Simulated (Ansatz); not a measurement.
# Calculated 17O NMR of the central transition for SnO2

Cell: a computed structure from the Materials Project (it need not be an observed phase), atoms as given.

Space group I4/m (No. 87); a = 10.7466, c = 3.2325 Å.

| site | Wyckoff | site symmetry | x | y | z |
| --- | --- | --- | --- | --- | --- |
| Sn | 8h | m.. | 0.1689 | 0.3511 | 0.0000 |
| O5 | 8h | m.. | 0.9570 | 0.6610 | 0.5000 |
| O9 | 8h | m.. | 0.7944 | 0.8451 | 0.0000 |

One atom of each set is listed; the run and its k-mesh use a cell of 12 atoms with edges of 7.77, 7.77, 7.77 Å.

All values are calculated (Ansatz; DFT, PBE, plane waves and PAW (field gradients read without the response of the frozen cores, which leaves them typically 4 to 6 % off), scalar-relativistic, 420 eV cutoff, Γ-centred 8×8×8 k-points, Fermi–Dirac smearing 0.02 eV), not measured.

17O has I = 5/2 and Q = -25.58 mb (Pyykkö 2018); at 16.4 T its Larmor frequency is ν₀ = 94.7 MHz. Only the quadrupole interaction is simulated: positions count from each site's isotropic chemical shift, and J coupling is left out, as are shift anisotropy and dipolar coupling, which fast spinning averages.

The O sites: O5 (4 atoms; 3 Sn at 2.06–2.11 Å); O9 (4 atoms; 3 Sn at 2.11–2.14 Å).

Fitted components of the simulated spectrum:

```json
{"component": "A", "|C_Q| (MHz)": "3.81", "η": "0.07"}
{"component": "B", "|C_Q| (MHz)": "7.14", "η": "0.15"}
```

Q: Which site most likely gives which component?

A: By the calculation, A is O9, B is O5. At O9 and O5 V_zz stands upright on the plane through its three neighbours (within 4°) in each case. Like point charges on the first shell alone (each adding as 1/d³) would give the same order.

The largest force is 0.3 eV/Å, so the atoms aren't at the calculated equilibrium and relaxing them would move these values. Without spin–orbit coupling (the program notes it for Sn) the gradients are little affected as a rule: paired runs on crystals with a gap mostly move them by under 2 % at such atoms.

Hardware: 1 thread of AMD EPYC 9R14 (Zen 4) (x86_64; 16 cores open to the job, memory cap 3.0 GiB, no GPU), a shared host with a load of 0.2 a core. Wall time 37 s, CPU time 37 s, peak memory 0.87 GiB.
